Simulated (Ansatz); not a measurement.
## Structure relaxation of Os

Theory: DFT PBE, scalar-relativistic, plane waves, PAW in Ansatz. Cutoff 420 eV, Γ-centred k mesh, Gaussian smearing, no spin polarisation in the final step.

The start puts Os on the iodine structure type (Cmce, No. 64), at a guessed volume.

```xyz
4
Lattice="2.5528 -1.6872 0.0000 2.5528 1.6872 0.0000 0.0000 0.0000 6.8825" Properties=species:S:1:pos:R:3 pbc="T T T"
Os    2.5528   -1.1810    0.8052
Os    2.5528   -0.5062    4.2465
Os    2.5528    1.1810    6.0772
Os    2.5528    0.5062    2.6360
```

Cell and atoms relax at zero pressure; the relaxation can't lower the symmetry of the start. After a coarse first stage the cell is made exact in the group found at 0.06 Å.

Energies count from the standard state of Os at the same level.

(1) Describe the relaxed structure.

(2) What are its volume, energy, density and gap?

Results:

(1) It ends in Fm-3m (No. 225). The result has the fcc structure. Conventional cell: a = 3.856 Å. Os has 12 Os at 2.73 Å.

```cif
data_structure
_symmetry_space_group_name_H-M 'Fm-3m'
_symmetry_Int_Tables_number 225
_cell_length_a 3.8558
_cell_length_b 3.8558
_cell_length_c 3.8558
_cell_angle_alpha 90.000
_cell_angle_beta 90.000
_cell_angle_gamma 90.000
_cell_volume 57.33
loop_
_atom_site_label
_atom_site_type_symbol
_atom_site_symmetry_multiplicity
_atom_site_Wyckoff_symbol
_atom_site_fract_x
_atom_site_fract_y
_atom_site_fract_z
_atom_site_occupancy
Os1 Os 4 b 0.50000 0.00000 0.00000 1
```

(2) The volume per atom is 14.33 Å³ and the density is 22.04 g/cm³. The energy over the standard structure is 0.14 eV/atom and the gap on the 28×28×28 mesh is 0 eV (a metal).

The final run used a 28×28×28 mesh on its 1-atom cell and 0.10 eV smearing. For metals, differences of a few meV/atom aren't resolved. Spin–orbit coupling is left out. Symmetry constrained the relaxation, so the result can be a saddle point.

This fcc form isn't the element's structure at ambient conditions.